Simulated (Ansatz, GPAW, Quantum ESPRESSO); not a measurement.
InAs: 3 runs at one level of theory

```xyz
2
Lattice="0.0000 3.0180 3.0180 3.0180 0.0000 3.0180 3.0180 3.0180 0.0000" Properties=species:S:1:pos:R:3 pbc="T T T"
In    0.0000    0.0000    0.0000
As    4.5270    4.5270    4.5270
```

Alike in all runs: task band structure; functional revPBE; k mesh 8 × 8 × 8; occupations fermi-dirac, width 0.05 eV; no spin polarisation; no spin-orbit coupling. Pressure is positive in compression and, in plane waves, holds the error of the finite cutoff.

```tsv
program and potentials	plane-wave cutoff (eV)	notes	pressure (GPa)
GPAW, the program's PAW data sets (release 1.2.1) made for this functional	600	9 valence electrons an atom on average	5.33
Quantum ESPRESSO, PseudoDojo 0.4.1 SR PBE standard	1143	potentials made for PBE; 14 valence electrons an atom on average	5.77
Ansatz, all-electron LAPW, scalar-relativistic	-	-	5.57
```

The pressure spans 5.33 (GPAW, the program's PAW data sets (release 1.2.1) made for this functional) to 5.77 GPa (Quantum ESPRESSO, PseudoDojo 0.4.1 SR PBE standard), with all-electron results at 5.57.

The functional is the same throughout but for its coding, so the spread measures potentials, basis and numerics; runs on potential files found faulty are left out.
